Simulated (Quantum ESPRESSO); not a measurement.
# Rh (P6_3/mmc) in Quantum ESPRESSO: further runs, part 2 of 2

Quantum ESPRESSO 7.5. The steps go on from the part before.

**4. Single point, LDA, 13.73 Å³/atom**

Contents of pw.in:

```
&CONTROL
  calculation = 'scf'
  prefix = 'pwscf'
  outdir = './tmp'
  pseudo_dir = './pseudo'
  tstress = .true.
  disk_io = 'nowf'
/
&SYSTEM
  ibrav = 0
  nat = 2
  ntyp = 1
  ecutwfc = 45
  ecutrho = 360
  nbnd = 22
  occupations = 'smearing'
  smearing = 'fd'
  degauss = 0.00367493
/
&ELECTRONS
  conv_thr = 4d-10
  electron_maxstep = 120
  mixing_beta = 0.5
/
ATOMIC_SPECIES
Rh   102.9055 rh_lda_v1.4.uspp.F.UPF
CELL_PARAMETERS angstrom
   2.6940693954    0.0000000000    0.0000000000
  -1.3470346977    2.3331325361    0.0000000000
   0.0000000000    0.0000000000    4.3686372171
ATOMIC_POSITIONS crystal
Rh     0.3333333333    0.6666666667    0.2500000000
Rh     0.6666666667    0.3333333333    0.7500000000
K_POINTS automatic
11 11 6 0 0 0
```

The run is started by

```console
OMP_NUM_THREADS=1 mpirun -n 2 pw.x -nk 2 -in pw.in > pw.out
```

It took 13 s on 2 MPI ranks of Intel Xeon Platinum 8259CL at 2.50GHz (Skylake/Cascade Lake), shared host; peak memory 0.22 GiB.

The run converged. Its results:

```
Free energy            : -4662.4311 eV
Pressure               : -8.8 GPa
Band gap on the k mesh : none (metal or under the smearing width)
```

**5. Single point, LDA, 14.02 Å³/atom**

Changes to pw.in since step 4:

```diff
@@ -27,5 +27,5 @@
 CELL_PARAMETERS angstrom
-   2.6940693954    0.0000000000    0.0000000000
-  -1.3470346977    2.3331325361    0.0000000000
-   0.0000000000    0.0000000000    4.3686372171
+   2.7126497715    0.0000000000    0.0000000000
+  -1.3563248858    2.3492236138    0.0000000000
+   0.0000000000    0.0000000000    4.3987667018
 ATOMIC_POSITIONS crystal
```

The run is started by

```console
OMP_NUM_THREADS=1 mpirun -n 2 pw.x -nk 2 -in pw.in > pw.out
```

Wall time 13 s (2 MPI ranks of Intel Xeon Platinum 8259CL at 2.50GHz (Skylake/Cascade Lake), shared host); peak memory 0.24 GiB.

It converged, with:

- Free energy: -4662.3902 eV
- Pressure: -14.1 GPa
- Band gap on the k mesh: none (metal or under the smearing width)

**6. Single point, LDA, 14.30 Å³/atom**

Changes to pw.in since step 5:

```diff
@@ -27,5 +27,5 @@
 CELL_PARAMETERS angstrom
-   2.7126497715    0.0000000000    0.0000000000
-  -1.3563248858    2.3492236138    0.0000000000
-   0.0000000000    0.0000000000    4.3987667018
+   2.7309790422    0.0000000000    0.0000000000
+  -1.3654895211    2.3650972278    0.0000000000
+   0.0000000000    0.0000000000    4.4284890000
 ATOMIC_POSITIONS crystal
```

Potentials or basis: GBRV 1.5 LDA.

The run is started by

```console
OMP_NUM_THREADS=1 mpirun -n 2 pw.x -nk 2 -in pw.in > pw.out
```

Wall time 13 s (2 MPI ranks of Intel Xeon Platinum 8259CL at 2.50GHz (Skylake/Cascade Lake), shared host); peak memory 0.24 GiB.

Results (log left out):

```
Free energy            : -4662.3318 eV
Pressure               : -18.7 GPa
Band gap on the k mesh : none (metal or under the smearing width)
```

**7. Single point, LDA, 14.59 Å³/atom**

Changes to pw.in since step 6:

```diff
@@ -27,5 +27,5 @@
 CELL_PARAMETERS angstrom
-   2.7309790422    0.0000000000    0.0000000000
-  -1.3654895211    2.3650972278    0.0000000000
-   0.0000000000    0.0000000000    4.4284890000
+   2.7490655232    0.0000000000    0.0000000000
+  -1.3745327616    2.3807605798    0.0000000000
+   0.0000000000    0.0000000000    4.4578175964
 ATOMIC_POSITIONS crystal
```

The run is started by

```console
OMP_NUM_THREADS=1 mpirun -n 2 pw.x -nk 2 -in pw.in > pw.out
```

Run time: 13 s. Hardware: 2 MPI ranks of Intel Xeon Platinum 8259CL at 2.50GHz (Skylake/Cascade Lake), shared host; peak memory 0.24 GiB.

The run converged. Its results:

* Free energy: -4662.2580 eV
* Pressure: -22.7 GPa
* Band gap on the k mesh: none (metal or under the smearing width)

**8. Single point, LDA, 14.87 Å³/atom**

Changes to pw.in since step 7:

```diff
@@ -27,5 +27,5 @@
 CELL_PARAMETERS angstrom
-   2.7490655232    0.0000000000    0.0000000000
-  -1.3745327616    2.3807605798    0.0000000000
-   0.0000000000    0.0000000000    4.4578175964
+   2.7669170982    0.0000000000    0.0000000000
+  -1.3834585491    2.3962204973    0.0000000000
+   0.0000000000    0.0000000000    4.4867652751
 ATOMIC_POSITIONS crystal
```

The run is started by

```console
OMP_NUM_THREADS=1 mpirun -n 2 pw.x -nk 2 -in pw.in > pw.out
```

Wall time 14 s (2 MPI ranks of Intel Xeon Platinum 8259CL at 2.50GHz (Skylake/Cascade Lake), shared host); peak memory 0.24 GiB.

The run converged. Its results:

```yaml
Free_energy: -4662.1707 eV
Pressure: -26.2 GPa
Band_gap_on_the_k_mesh: none (metal or under the smearing width)
```

**9. Single point, LDA, 15.16 Å³/atom**

Changes to pw.in since step 8:

```diff
@@ -27,5 +27,5 @@
 CELL_PARAMETERS angstrom
-   2.7669170982    0.0000000000    0.0000000000
-  -1.3834585491    2.3962204973    0.0000000000
-   0.0000000000    0.0000000000    4.4867652751
+   2.7845412492    0.0000000000    0.0000000000
+  -1.3922706246    2.4114834597    0.0000000000
+   0.0000000000    0.0000000000    4.5153441684
 ATOMIC_POSITIONS crystal
```

Potentials or basis: GBRV 1.5 LDA.

The run is started by

```console
OMP_NUM_THREADS=1 mpirun -n 2 pw.x -nk 2 -in pw.in > pw.out
```

Wall time 14 s (2 MPI ranks of Intel Xeon Platinum 8259CL at 2.50GHz (Skylake/Cascade Lake), shared host); peak memory 0.24 GiB.

The run converged. Its results:

- Free energy: -4662.0717 eV
- Pressure: -29.3 GPa
- Band gap on the k mesh: none (metal or under the smearing width)

**10. Equation of state, LDA**

Potentials or basis: GBRV 1.5 LDA.

This step only gathers the single runs of the series.

Results:

```yaml
Equilibrium_volume: "13.32 Å³/atom (rough: see the caveat)"
Bulk_modulus_at_fixed_shape_and_positions: 316 GPa (rough)
```

Energy against volume, from the lowest point:
```csv
volume (Å³/atom),energy (meV/atom)
13.444,0.00
13.730,10.40
14.016,30.82
14.302,60.04
14.588,96.95
14.874,140.60
15.160,190.08
```

Caveat: the minimum lies outside the volumes run; the cell was scaled at fixed shape and fractional positions, which overstates the stiffness of a crystal with free parameters, most of all of layers and chains.
